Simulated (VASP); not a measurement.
# CuO: single point with r2SCAN+U

CuO:

```
Cu O
1.0
     0.00000    2.32725    2.32725
     2.32725    0.00000    2.32725
     2.32725    2.32725    0.00000
Cu O
1 1
Direct
  0.00000 0.00000 0.00000
  0.25000 0.25000 0.25000
```

Measurements of this composition are mostly on another form, of space group No. 15.

```json
{"Program": "VASP 6.6.1", "Task": "single point", "Functional": "r2SCAN", "Potentials or basis": "VASP PAW PBE potentials, release 64 (Cu, O)", "Cutoff": "520 eV", "k mesh": "7 × 7 × 7", "Occupations": "gaussian, width 0.05 eV", "Spin": "collinear spin, ferromagnetic start", "Starting moments": "[0.6, 0.0] μB", "Hubbard terms": "Cu d U = 6 eV"}
```

- Pressure: -14.5 GPa
- Band gap on the k mesh: none (metal or under the smearing width)
- Net moment: 1.00 μB per cell
- Site moments: Cu +0.51; O +0.46 μB
- Valence electrons inside the program's atomic spheres: Cu 9.91; O 4.91

Levels at points of the mesh, in eV from the Fermi level:
Spin up:
```
           k point  band 6  band 7  band 8  band 9  band 10  band 11  band 12
(0.00, 0.00, 0.00)   -3.50   -0.36   -0.36   -0.36     1.69    15.25    15.25
```
Spin down:
```csv
k point,band 5,band 6,band 7,band 8,band 9,band 10
"(0.00, 0.00, 0.00)",-3.01,-3.01,1.30,1.30,1.30,1.91
```

Eigenvalues of the final occupation matrices:
| site | spin | trace | eigenvalues |
| --- | --- | --- | --- |
| site 1 d | 1 | 4.91 | 0.98 0.98 0.99 0.99 0.99 |
| site 1 d | 2 | 4.39 | 0.82 0.82 0.82 0.96 0.96 |

Run time: 18 s on 1 thread of Intel(R) Xeon(R) 6975P-C (Granite Rapids), with other jobs on the host, peak memory 0.16 GiB.

Caveat: the PAW data sets were made with another functional, which shifts forces and pressure a little; a cell with one magnetic atom can't hold antiferromagnetic order, which such compounds often take. The state reached can hang on the start; a lower one may exist.
